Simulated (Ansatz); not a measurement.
**Ag: course of a relaxation**

Theory: Ansatz 0.2.0, DFT PBEsol, scalar-relativistic, plane waves, PAW. (420 eV cutoff, 24×24×12 k-mesh, Gaussian smearing of 0.10 eV, no spin polarisation)

What was changed: biaxial strain in the a-b plane, c and atoms relaxed: -2.0 %.

Command:

```bash
ansatz run input.yaml --threads 1 --pin off --max-ram 2560MiB --backend cpu --events-out ev --progress --plain --runs-dir out
```

Input:

```yaml
crystal:
  lattice:
    - [2.8096519428, 0.0, 0.0]
    - [-1.4048259714, 2.4332299583, 0.0]
    - [0.0, 0.0, 4.7471232426]
  atoms:
    - { symbol: Ag, position: [0.3333333333, 0.6666666667, 0.25] }
    - { symbol: Ag, position: [0.6666666667, 0.3333333333, 0.75] }
basis:
  ecutwfc: 420
kpoints:
  mp_grid: { grid: [24, 24, 12] }
hamiltonian:
  xc: pbesol
scf:
  occupations: { method: gaussian, width: 0.1 }
output:
  forces: true
  stress: true
  eigenvalues: true
relax:
  adjacent_minimum: "off"
  f_tol: 0.008
  max_steps: 40
  cell: { stress_tol: 0.015, fix: [a, b, gamma] }
```

F is the free energy. Steps run on the plane waves of an earlier cell, but the last one, and at times one on the way, on a freshly chosen basis, so a repeated geometry can differ a little in energy. The held parts of the cell keep their stress, so P needn't end at zero.

Steps:

| step | F − F(1) (eV) | largest force component (eV/Å) | V (Å³/atom) | P (GPa) |
| --- | --- | --- | --- | --- |
| 1 | 0.0000 | 0.000 | 16.227 | 3.73 |
| 2 | -0.0004 | 0.000 | 16.337 | 2.91 |
| 3 | -0.0005 | 0.000 | 16.310 | 3.10 |
| 4 | -0.0005 | 0.000 | 16.310 | 3.10 |

Relaxed structure:

```cif
data_structure
_symmetry_space_group_name_H-M 'P 1'
_symmetry_Int_Tables_number 1
_cell_length_a 2.8097
_cell_length_b 2.8097
_cell_length_c 4.7715
_cell_angle_alpha 90.000
_cell_angle_beta 90.000
_cell_angle_gamma 120.000
_cell_volume 32.62
loop_
_atom_site_label
_atom_site_type_symbol
_atom_site_fract_x
_atom_site_fract_y
_atom_site_fract_z
_atom_site_occupancy
Ag1 Ag 0.33333 0.66667 0.25000 1
Ag2 Ag 0.66667 0.33333 0.75000 1
```

It takes space group P6_3/mmc (No. 194, hexagonal). The conventional cell has a = 2.810 Å, b = 2.810 Å, c = 4.772 Å, α = 90.00°, β = 90.00°, γ = 120.00°. Ag (site symmetry -6m2) is surrounded by 12 Ag at 2.81 to 2.89 Å.

The run converged. It took 45 s on 1 thread of Arm Neoverse V2, with other jobs on the host, peak memory 0.51 GiB.